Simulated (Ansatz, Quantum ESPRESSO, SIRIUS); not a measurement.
## Equation of state of CeO2 under LDA

```yaml
crystal:
  lattice:
    - [0.00000, 2.70365, 2.70365]
    - [2.70365, 0.00000, 2.70365]
    - [2.70365, 2.70365, 0.00000]
  atoms:
    - { symbol: Ce, position: [0.00000, 0.00000, 0.00000] }
    - { symbol: O, position: [0.75000, 0.75000, 0.75000] }
    - { symbol: O, position: [0.25000, 0.25000, 0.25000] }
```

The cell was scaled at fixed shape and fractions and run with SIRIUS, all-electron FP-LAPW, apw+lo standard; LDA, k mesh 9 × 9 × 9 on the cell of 3 atoms, fermi-dirac occupations of 0.05 eV, collinear spin, ferromagnetic start, no spin-orbit coupling. Energies are those that the program minimises, any entropy of the smearing included. The magnetic state is the one that the start led to, which needn't be the lowest. Plain semilocal runs treat an open f shell poorly.

```tsv
V (Å³/atom)	energy over the lowest row (meV/atom)
12.3848	10.21
12.6483	1.31
12.9118	0.00
13.1753	5.56
13.4388	17.11
13.7023	?
13.9658	55.68
```

Task: Fit the third-order Birch-Murnaghan form, give V0, B0 and B′, and predict the energy left open.

Result: With y = (V0/V)^(2/3), E = E0 + (9 V0 B0/16) [(y - 1)³ B′ + (y - 1)² (6 - 4y)]. Least squares through the rows shown give V0 = 12.8256 Å³/atom, E0 = -0.35 meV, B0 = 208.8 GPa (1 eV/Å³ = 160.218 GPa) and B′ = 4.81, with a largest miss of 0.02 meV. At V = 13.7023 the form with these constants gives 34.01 meV; the run gave 33.95 meV an atom. Other set-ups at this level, from all their volumes (Å³/atom, GPa): Ansatz, all-electron LAPW, scalar-relativistic: V0 12.828, B0 206.4; Quantum ESPRESSO, SSSP 1.3 efficiency PBE (made for PBE): V0 12.895, B0 205.2.
